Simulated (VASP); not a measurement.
Crystal: TePb.

```
CELL_PARAMETERS angstrom
0.00000 3.23100 3.23100
3.23100 0.00000 3.23100
3.23100 3.23100 0.00000
ATOMIC_POSITIONS crystal
Te 0.50000 0.50000 0.50000
Pb 0.00000 0.00000 0.00000
```

```yaml
Program: VASP 6.6.1
Task: relaxation of cell and atoms
Functional: PBE
Potentials_or_basis: VASP PAW PBE potentials, release 64 (Te, Pb_d)
Cutoff: 600 eV
k_mesh: 8 × 8 × 8
Occupations: gaussian, width 0.03 eV
Spin: no spin polarisation
```

At the start: pressure 2.1 GPa; volume 33.73 Å³/atom.

**Question.** How do energy, volume and symmetry change on relaxing?

**Answer.** Over 3 steps the energy falls by 10.7 meV/atom and the volume is 35.42 Å³/atom (+5.0 %); space group Fm-3m (No. 225, to 0.05 Å).

The path:
| step | energy change (eV) | largest force (eV/Å) | pressure (GPa) | volume (Å³) |
| --- | --- | --- | --- | --- |
| 1 | 0.0000 | 0.0000 | 2.10 | 67.46 |
| 2 | -0.0196 | 0.0000 | -0.55 | 71.87 |
| 3 | -0.0214 | 0.0000 | 0.00 | 70.84 |

Final structure:
```
CELL_PARAMETERS angstrom
0.00000 3.28409 3.28409
3.28409 0.00000 3.28409
3.28409 3.28409 0.00000
ATOMIC_POSITIONS crystal
Te 0.50000 0.50000 0.50000
Pb 0.00000 0.00000 0.00000
```
